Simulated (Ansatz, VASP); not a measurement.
# SiC: VASP beside Ansatz

File INCAR:

```
  ALGO = Normal
  EDIFF = 1E-8
  ENCUT = 520
  GGA = PS
  ISIF = 2
  ISMEAR = -1
  LASPH = True
  LCHARG = False
  LEFG = True
  LREAL = False
  LWAVE = False
  NBANDS = 16
  NELM = 100
  PREC = Accurate
  SIGMA = 0.08
```

KPOINTS

```
k-points
0
Gamma
  15 15 8
```

File POSCAR:

```
SiC
1.0
    3.0132051134      0.0000000000      0.0000000000
   -1.5066025567      2.6095121751      0.0000000000
    0.0000000000      0.0000000000      4.9449506768
Si C
2 2
Direct
    0.3333333333      0.6666666667      0.0000000000
    0.6666666667      0.3333333333      0.5000000000
    0.3333333333      0.6666666667      0.3850000000
    0.6666666667      0.3333333333      0.8850000000
```

Input for Ansatz:

```yaml
crystal:
  lattice:
    - [3.0132051134, 0.0, 0.0]
    - [-1.5066025567, 2.6095121751, 0.0]
    - [0.0, 0.0, 4.9449506768]
  atoms:
    - { symbol: Si, position: [0.3333333333, 0.6666666667, 0.0] }
    - { symbol: Si, position: [0.6666666667, 0.3333333333, 0.5] }
    - { symbol: C, position: [0.3333333333, 0.6666666667, 0.385] }
    - { symbol: C, position: [0.6666666667, 0.3333333333, 0.885] }
kpoints:
  mp_grid: { grid: [15, 15, 8] }
scf:
  occupations: { method: fermi_dirac, width: 0.08 }
hamiltonian:
  xc: pbesol
  pseudopotentials: { kind: all_electron, datasets: crystal }
output:
  forces: true
  stress: true
  eigenvalues: true
  efg: { contact_densities: true }
```

Change from the starting cell: volume scaled by 0.94, crystal datasets.

Alike in both runs: task electric field gradients; functional PBEsol; k mesh 15 × 15 × 8; occupations fermi-dirac, width 0.08 eV; no spin polarisation.

|  | VASP | Ansatz |
| --- | --- | --- |
| version | VASP 6.6.1 | Ansatz 0.2.0 |
| potentials or method | VASP PAW PBE potentials, release 64 (Si, C) | all-electron PAW with datasets made for the crystal, scalar-relativistic |
| plane-wave cutoff (eV) | 520 | see its input |

Ansatz gave:

| Item | Value |
| --- | --- |
| pressure (GPa) | 15.7 |
| largest component of the traceless stress (GPa) | 5.10 |
| rms of the force components (eV/Å) | 0.490 |
| Vzz of the field gradient on the site that differs most (V/Å²) | 17.1 |

Problem. Estimate VASP's values.

Solution. Pressure (GPa): 16.2; largest component of the traceless stress (GPa): 5.20; rms of the force components (eV/Å): 0.493; Vzz of the field gradient on the site that differs most (V/Å²): 18.3.

Atom by atom the forces differ by 0.003 eV/Å (rms over components). Ansatz ran all-electron here, so the differences hold the error of VASP's frozen core and of both bases.

Caveats: so large a pressure means that the cell lies far from this level's equilibrium, or that cutoff or potentials fall short (VASP); the potentials were made for another functional, which shifts forces and pressure (VASP); an odd mesh through Γ misses points on the zone boundary, where band edges often lie.
